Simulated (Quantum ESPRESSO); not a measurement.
# Ta (Im-3m) in Quantum ESPRESSO: a series of runs, part 2 of 2

Quantum ESPRESSO 7.5. The steps go on from the part before.

## (3) Single point, PBEsol, 16.93 Å³/atom

The input, pw.in:

```
&CONTROL
  calculation = 'scf'
  prefix = 'pwscf'
  outdir = './tmp'
  pseudo_dir = './pseudo'
  tprnfor = .true.
  tstress = .true.
  disk_io = 'nowf'
/
&SYSTEM
  ibrav = 0
  nat = 1
  ntyp = 1
  ecutwfc = 58
  nbnd = 12
  occupations = 'smearing'
  smearing = 'fd'
  degauss = 0.00367493
/
&ELECTRONS
  conv_thr = 2d-10
  electron_maxstep = 120
  mixing_beta = 0.5
/
ATOMIC_SPECIES
Ta   180.9479 Ta.upf
CELL_PARAMETERS angstrom
  -1.6175709496    1.6175709496    1.6175709496
   1.6175709496   -1.6175709496    1.6175709496
   1.6175709496    1.6175709496   -1.6175709496
ATOMIC_POSITIONS crystal
Ta     0.0000000000    0.0000000000    0.0000000000
K_POINTS automatic
11 11 11 0 0 0
```

Potentials or basis: PseudoDojo 0.4.1 SR PBEsol standard.

Run with:

```console
$ OMP_NUM_THREADS=1 pw.x -in pw.in > pw.out
```

pw.out:

```text
This program is part of the open-source Quantum ESPRESSO suite
     for quantum simulation of materials; please cite
[... 9 lines left out ...]
     --------------------
     sticks:   dense  smooth     PW     G-vecs:    dense   smooth      PW
     Sum         483     483    159                 6819     6819    1253

     Using Slab Decomposition

     bravais-lattice index     =            0
     lattice parameter (alat)  =       5.2945  a.u.
     unit-cell volume          =     114.2475 (a.u.)^3
     number of atoms/cell      =            1
     number of atomic types    =            1
     number of electrons       =        13.00
     number of Kohn-Sham states=           12
     kinetic-energy cutoff     =      58.0000  Ry
     charge density cutoff     =     232.0000  Ry
     scf convergence threshold =      2.0E-10
     mixing beta               =       0.5000
[... 118 lines left out ...]

     total energy              =    -130.16073803 Ry
     estimated scf accuracy    <       0.02052898 Ry
[... 36 lines left out ...]
     iteration #  7     ecut=    58.00 Ry     beta= 0.50
     Davidson diagonalization with overlap
     ethr =  2.97E-12,  avg # of iterations =  2.2

     End of self-consistent calculation

          k = 0.0000 0.0000 0.0000 (   887 PWs)   bands (ev):

   -47.3463 -13.1633 -13.1633 -13.1633  11.4660  20.3261  20.3261  20.3261
    23.8233  23.8233  34.4746  34.4746
[... 273 lines left out ...]
   -47.0870 -14.1609 -14.1383 -14.1383  15.5285  15.5854  25.8601  25.8601
    26.7543  28.1687  30.1042  30.1042

     the Fermi energy is    19.6069 ev

!    total energy              =    -130.16248457 Ry
     estimated scf accuracy    <          1.8E-11 Ry
     smearing contrib. (-TS)   =      -0.00045518 Ry
     internal energy E=F+TS    =    -130.16202939 Ry

     The total energy is F=E-TS. E is the sum of the following terms:
     one-electron contribution =     -14.00016112 Ry
     hartree contribution      =      13.92758982 Ry
     xc contribution           =     -29.48796672 Ry
     ewald contribution        =    -100.60149137 Ry

     convergence has been achieved in   7 iterations

     Forces acting on atoms (cartesian axes, Ry/au):

     atom    1 type  1   force =     0.00000000    0.00000000    0.00000000

     Total force =     0.000000     Total SCF correction =     0.000000

     Computing stress (Cartesian axis) and pressure

          total   stress  (Ry/bohr**3)                   (kbar)     P=       95.16
   0.00064687  -0.00000000  -0.00000000           95.16       -0.00       -0.00
  -0.00000000   0.00064687  -0.00000000           -0.00       95.16       -0.00
  -0.00000000  -0.00000000   0.00064687           -0.00       -0.00       95.16

=------------------------------------------------------------------------------=
   JOB DONE.
=------------------------------------------------------------------------------=
```

Run time: 5.7 s. Hardware: 1 thread of Arm Neoverse V1, shared host; peak memory 0.09 GiB.

What came out:

```
Free energy            : -1770.9508 eV
Pressure               : 9.5 GPa
Band gap on the k mesh : none (metal or under the smearing width)
```

## (4) Single point, PBEsol, 17.29 Å³/atom

pw.in: that of step 3 with these lines changed.

```diff
@@ -27,5 +27,5 @@
 CELL_PARAMETERS angstrom
-  -1.6175709496    1.6175709496    1.6175709496
-   1.6175709496   -1.6175709496    1.6175709496
-   1.6175709496    1.6175709496   -1.6175709496
+  -1.6289626696    1.6289626696    1.6289626696
+   1.6289626696   -1.6289626696    1.6289626696
+   1.6289626696    1.6289626696   -1.6289626696
 ATOMIC_POSITIONS crystal
```

Run with:

```console
$ OMP_NUM_THREADS=1 pw.x -in pw.in > pw.out
```

Wall time 5.7 s (1 thread of Arm Neoverse V1, shared host); peak memory 0.09 GiB.

Results (log left out):

| Item | Value |
| --- | --- |
| Free energy | -1770.9664 eV |
| Pressure | 4.4 GPa |
| Band gap on the k mesh | none (metal or under the smearing width) |

## (5) Single point, PBEsol, 17.65 Å³/atom

pw.in: that of step 4 with these lines changed.

```diff
@@ -27,5 +27,5 @@
 CELL_PARAMETERS angstrom
-  -1.6289626696    1.6289626696    1.6289626696
-   1.6289626696   -1.6289626696    1.6289626696
-   1.6289626696    1.6289626696   -1.6289626696
+  -1.6401972500    1.6401972500    1.6401972500
+   1.6401972500   -1.6401972500    1.6401972500
+   1.6401972500    1.6401972500   -1.6401972500
 ATOMIC_POSITIONS crystal
```

Run with:

```console
$ OMP_NUM_THREADS=1 pw.x -in pw.in > pw.out
```

It took 5.8 s on 1 thread of Arm Neoverse V1, shared host; peak memory 0.09 GiB.

Results (log left out):

```yaml
Free_energy: -1770.9712 eV
Pressure: -0.1 GPa
Band_gap_on_the_k_mesh: none (metal or under the smearing width)
```

## (6) Single point, PBEsol, 18.01 Å³/atom

pw.in: that of step 5 with these lines changed.

```diff
@@ -27,5 +27,5 @@
 CELL_PARAMETERS angstrom
-  -1.6401972500    1.6401972500    1.6401972500
-   1.6401972500   -1.6401972500    1.6401972500
-   1.6401972500    1.6401972500   -1.6401972500
+  -1.6512800000    1.6512800000    1.6512800000
+   1.6512800000   -1.6512800000    1.6512800000
+   1.6512800000    1.6512800000   -1.6512800000
 ATOMIC_POSITIONS crystal
```

Potentials or basis: PseudoDojo 0.4.1 SR PBEsol standard.

Run with:

```console
$ OMP_NUM_THREADS=1 pw.x -in pw.in > pw.out
```

Wall time 8.7 s (1 thread of Arm Neoverse V1, shared host); peak memory 0.09 GiB.

The run converged. Its results:

```yaml
Free_energy: -1770.9662 eV
Pressure: -4.2 GPa
Band_gap_on_the_k_mesh: none (metal or under the smearing width)
```

## (7) Single point, PBEsol, 18.37 Å³/atom

pw.in: that of step 6 with these lines changed.

```diff
@@ -27,5 +27,5 @@
 CELL_PARAMETERS angstrom
-  -1.6512800000    1.6512800000    1.6512800000
-   1.6512800000   -1.6512800000    1.6512800000
-   1.6512800000    1.6512800000   -1.6512800000
+  -1.6622159478    1.6622159478    1.6622159478
+   1.6622159478   -1.6622159478    1.6622159478
+   1.6622159478    1.6622159478   -1.6622159478
 ATOMIC_POSITIONS crystal
```

Run with:

```console
$ OMP_NUM_THREADS=1 pw.x -in pw.in > pw.out
```

Wall time 8.8 s (1 thread of Arm Neoverse V1, shared host); peak memory 0.09 GiB.

The run converged. Its results:

```yaml
Free_energy: -1770.9526 eV
Pressure: -7.9 GPa
Band_gap_on_the_k_mesh: none (metal or under the smearing width)
```

## (8) Single point, PBEsol, 18.73 Å³/atom

pw.in: that of step 7 with these lines changed.

```diff
@@ -27,5 +27,5 @@
 CELL_PARAMETERS angstrom
-  -1.6622159478    1.6622159478    1.6622159478
-   1.6622159478   -1.6622159478    1.6622159478
-   1.6622159478    1.6622159478   -1.6622159478
+  -1.6730098603    1.6730098603    1.6730098603
+   1.6730098603   -1.6730098603    1.6730098603
+   1.6730098603    1.6730098603   -1.6730098603
 ATOMIC_POSITIONS crystal
```

Run with:

```console
$ OMP_NUM_THREADS=1 pw.x -in pw.in > pw.out
```

Wall time 8.8 s (1 thread of Arm Neoverse V1, shared host); peak memory 0.09 GiB.

Results (log left out):

```
Free energy            : -1770.9312 eV
Pressure               : -11.1 GPa
Band gap on the k mesh : none (metal or under the smearing width)
```

## (9) Single point, PBEsol, 19.09 Å³/atom

pw.in: that of step 8 with these lines changed.

```diff
@@ -27,5 +27,5 @@
 CELL_PARAMETERS angstrom
-  -1.6730098603    1.6730098603    1.6730098603
-   1.6730098603   -1.6730098603    1.6730098603
-   1.6730098603    1.6730098603   -1.6730098603
+  -1.6836662614    1.6836662614    1.6836662614
+   1.6836662614   -1.6836662614    1.6836662614
+   1.6836662614    1.6836662614   -1.6836662614
 ATOMIC_POSITIONS crystal
```

Potentials or basis: PseudoDojo 0.4.1 SR PBEsol standard.

Run with:

```console
$ OMP_NUM_THREADS=1 pw.x -in pw.in > pw.out
```

Wall time 8.9 s (1 thread of Arm Neoverse V1, shared host); peak memory 0.09 GiB.

Results (log left out):

- Free energy: -1770.9028 eV
- Pressure: -14.1 GPa
- Band gap on the k mesh: none (metal or under the smearing width)

## (10) Equation of state, PBEsol

Potentials or basis: PseudoDojo 0.4.1 SR PBEsol standard.

This step only gathers the single runs of the series.

Results:

* Equilibrium volume: 17.64 Å³/atom
* Bulk modulus: 212 GPa
* Pressure derivative of the bulk modulus: 4.4

Energy against volume, from the lowest point:
| volume (Å³/atom) | energy (meV/atom) |
| --- | --- |
| 16.930 | 20.33 |
| 17.290 | 4.74 |
| 17.650 | 0.00 |
| 18.010 | 4.95 |
| 18.371 | 18.56 |
| 18.731 | 39.94 |
| 19.091 | 68.32 |

## (11) How close it comes

Step 10. Against the measured bulk modulus of Ta, 194 GPa (quoted in “Pressure effects on the electronic structure and superconductivity of (TaNb)0.67(HfZrTi)0.33 high entropy alloy”, 2019, arxiv:1910.08312), the calculated 212 GPa is off by +9.0 %. The fit is for a static lattice scaled at fixed shape and fixed fractional positions.
